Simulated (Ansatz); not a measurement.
Runs of Ansatz 0.2.0 on SiC (Moissanite). It takes space group P6_3mc (No. 186, hexagonal). Conventional cell: a = 3.076 Å, b = 3.076 Å, c = 5.048 Å, α = 90.00°, β = 90.00°, γ = 120.00°. Si (site symmetry 3m) is surrounded by 4 C at 1.87 to 1.94 Å. C (site symmetry 3m) is surrounded by 4 Si at 1.87 to 1.94 Å. 

```tsv
task	level	cutoff (eV)	smearing	points for each segment of the path	pressure (GPa)	largest force (eV/Å)
band structure	HF	420	fermi-dirac 0.05 eV	4	1.9	(a)
band structure	r2SCAN50	500	fermi-dirac 0.05 eV	4	-6.0	0.78
band structure	PBEsol0	420	fermi-dirac 0.05 eV	4	-3.5	0.76
band structure	B3LYP	420	fermi-dirac 0.05 eV	4	3.0	(b)
single point	HSE06	420	gaussian 0.1 eV	-	(c)	0.76
```

Alike in all rows: potentials or basis Ansatz PAW; no spin polarisation; cell as given; k mesh 5 × 5 × 3; the mesh is coarse, so values aren't converged.

Task: Estimate the missing entries.

Result: (a) 0.87; (b) 0.77; (c) -1.0.

Caveats: all runs use coarse meshes; the PAW data sets come from PBE, with cores solved anew for the run's functional, which leaves a small shift of forces and pressure; the thresholds are loose for stress.
